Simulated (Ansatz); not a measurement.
The system is PbSe (Clausthalite).

```
CELL_PARAMETERS angstrom
0.00000 3.06065 3.06065
3.06065 0.00000 3.06065
3.06065 3.06065 0.00000
ATOMIC_POSITIONS crystal
Pb 0.00000 0.00000 0.00000
Se 0.50000 0.50000 0.50000
```

Base run:

- Program: Ansatz 0.2.0
- Functional: RPBE
- Potentials or basis: Ansatz PAW
- Cutoff: 420 eV (not typed: the program's choice for these potentials)
- k mesh: 8 × 8 × 8
- Occupations: fermi-dirac, width 0.05 eV
- Spin: no spin polarisation

Its results: band gap on the k mesh 0.37 eV, direct; pressure 4.2 GPa.

After a change of settings the same cell gave: band gap on the k mesh 0.20 eV, direct; pressure -0.5 GPa. Which change was it?
A. functional from RPBE to PBE; occupations from fermi-dirac, width 0.05 eV to gaussian, width 0.1 eV
B. functional from RPBE to PBE
C. functional from RPBE to LDA
D. functional from RPBE to PBEsol

D.

PBEsol binds more tightly than RPBE, so the same cell stands under less pressure.

Caveats: spin-orbit coupling is left out, which as a rule narrows the gap of such compounds by several tenths of an eV; the PAW data sets come from PBE, with cores solved anew for the run's functional, which leaves a small shift of forces and pressure.
